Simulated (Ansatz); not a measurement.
The system is Co.

```
CELL_PARAMETERS angstrom
2.47200 0.00000 0.00000
-1.23600 2.14081 0.00000
0.00000 0.00000 4.02114
ATOMIC_POSITIONS crystal
Co 0.66667 0.33333 0.75000
Co 0.33333 0.66667 0.25000
```

```yaml
Program: Ansatz 0.2.0
Task: relaxation of cell and atoms
Functional: revPBE
Potentials_or_basis: Ansatz PAW
Cutoff: "420 eV (not typed: the program's choice for these potentials)"
k_mesh: 12 × 12 × 7
Occupations: fermi-dirac, width 0.05 eV
Spin: collinear spin, ferromagnetic start
Starting_moments: "[2.0, 2.0] μB"
```

At the start: volume 10.64 Å³/atom.

Task: Where does the relaxation end?

Result: It ends after 7 steps and the volume is 11.10 Å³/atom (+4.3 %); space group P6_3/mmc (No. 194, to 0.05 Å); moment 3.31 μB per cell.

The path:
| step | energy change (eV) | largest force (eV/Å) | volume (Å³) |
| --- | --- | --- | --- |
| 1 | 0.0000 | 0.0000 | 21.28 |
| 2 | -0.0192 | 0.0000 | 21.73 |
| 3 | -0.0251 | 0.0000 | 22.16 |
| 4 | -0.0251 | 0.0000 | 22.19 |
| 5 | -0.0263 | 0.0000 | 22.19 |
| 6 | -0.0263 | 0.0000 | 22.20 |
| 7 | -0.0263 | 0.0000 | 22.20 |

Final structure:
```xyz
2
Lattice="2.5140 0.0000 0.0000 -1.2570 2.1772 0.0000 0.0000 0.0000 4.0560" Properties=species:S:1:pos:R:3 pbc="T T T"
Co    1.2570    0.7257    3.0420
Co    0.0000    1.4514    1.0140
```

Caveat: the plane-wave basis is chosen anew once the cell has moved, so the energies of steps on either side of that aren't comparable; the PAW data sets come from PBE, with cores solved anew for the run's functional, which leaves a small shift of forces and pressure.
